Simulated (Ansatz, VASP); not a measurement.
**One calculation of Sc, two programs**

File INCAR:

```
SYSTEM = Sc
PREC = Accurate ; ENCUT = 520
EDIFF = 1E-6 ; ISMEAR = -1
SIGMA = 0.05 ; LREAL = .FALSE.
LASPH = .TRUE. ; NELM = 80
ALGO = Normal ; ISIF = 2
LWAVE = .FALSE. ; LCHARG = .TRUE.
LELF = .TRUE. ; LVHAR = .TRUE.
NBANDS = 12
```

The input KPOINTS:

```
Automatic mesh
0
G
  17 17 17
  0 0 0
```

The input POSCAR:

```
Sc
1.0
   -1.6826515260      1.6826515260      1.6826515260
    1.6826515260     -1.6826515260      1.6826515260
    1.6826515260      1.6826515260     -1.6826515260
Sc
1
Direct
    0.0000000000      0.0000000000      0.0000000000
```

Input for Ansatz:

```yaml
crystal:
  lattice:
    - [-1.682651526, 1.682651526, 1.682651526]
    - [1.682651526, -1.682651526, 1.682651526]
    - [1.682651526, 1.682651526, -1.682651526]
  atoms:
    - { symbol: Sc, position: [0.0, 0.0, 0.0] }
kpoints:
  mp_grid: { grid: [17, 17, 17] }
scf:
  occupations: { method: fermi_dirac, width: 0.05 }
hamiltonian:
  xc: lda
  pseudopotentials: { kind: all_electron, lapw: { basis_error: 0.001 } }
output:
  forces: true
  stress: true
  eigenvalues: true
  populations: true
```

Change from the starting cell: volume scaled by 0.84, LAPW.

Alike in both runs: task single point; functional LDA; k mesh 17 × 17 × 17; occupations fermi-dirac, width 0.05 eV; no spin polarisation.

|  | VASP | Ansatz |
| --- | --- | --- |
| version | VASP 6.6.1 | Ansatz 0.2.0 |
| potentials or method | VASP PAW LDA potentials, release 64 (Sc_sv) | all-electron LAPW, scalar-relativistic |
| plane-wave cutoff (eV) | 520 | see its input |

Ansatz gave:

| Item | Value |
| --- | --- |
| pressure (GPa) | 13.4 |

Question: Which values does VASP return?

Answer: Pressure (GPa): 13.6.

Ansatz ran all-electron here, so the differences hold the error of VASP's frozen core and of both bases.
